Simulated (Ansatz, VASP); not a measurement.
# Two plane-wave programs on Cu

File INCAR:

```
PREC = Accurate
ENCUT = 520
EDIFF = 1E-6
ISMEAR = -1
SIGMA = 0.1
LREAL = False
LASPH = True
NELM = 100
ALGO = Normal
ISIF = 2
LWAVE = False
LCHARG = False
NBANDS = 30
```

The input KPOINTS:

```
Automatic mesh
0
Gamma
  10 10 3
```

File POSCAR:

```
Cu
1.0
    2.5307640000      0.0000000000      0.0000000000
   -1.2653820000      2.1917060000      0.0000000000
    0.0000000000      0.0000000000      8.2618150000
Cu
4
Direct
    0.0000000000      0.0000000000      0.0000000000
    0.3333333333      0.6666666667      0.2500000000
    0.0000000000      0.0000000000      0.5000000000
    0.6666666667      0.3333333333      0.7500000000
```

Input for Ansatz:

```yaml
crystal:
  lattice:
    - [2.530764, 0.0, 0.0]
    - [-1.265382, 2.191706, 0.0]
    - [0.0, 0.0, 8.261815]
  atoms:
    - { symbol: Cu, position: [0.0, 0.0, 0.0] }
    - { symbol: Cu, position: [0.3333333333333333, 0.6666666666666666, 0.25] }
    - { symbol: Cu, position: [0.0, 0.0, 0.5] }
    - { symbol: Cu, position: [0.6666666666666666, 0.3333333333333333, 0.75] }
basis:
  ecutwfc: 800.0
kpoints:
  mp_grid:
    grid: [10, 10, 3]
    shift: [0.0, 0.0, 0.0]
hamiltonian:
  xc: lda
scf:
  lower_state_search: light
  occupations:
    method: fermi_dirac
    width: 0.1
  initial_density:
    normalization: cell
output:
  stress: true
```

This isn't the form of Cu at room conditions, which is fcc.

Alike in both runs: task single point; functional LDA; k mesh 10 × 10 × 3; occupations fermi-dirac, width 0.1 eV; no spin polarisation.

```csv
,VASP,Ansatz
version,VASP 6.6.1,Ansatz 0.2.0
potentials or method,"VASP PAW LDA potentials, release 64 (Cu)","plane waves, PAW"
plane-wave cutoff (eV),520,800
valence electrons in the cell,44,76
```

|  | VASP | Ansatz | Ansatz less VASP |
| --- | --- | --- | --- |
| pressure (GPa) | -7.3 | -8.2 | -0.95 |
| largest component of the traceless stress (GPa) | 0.63 | 0.58 | -0.049 |

The two sets of potentials don't hold the same shells in valence.
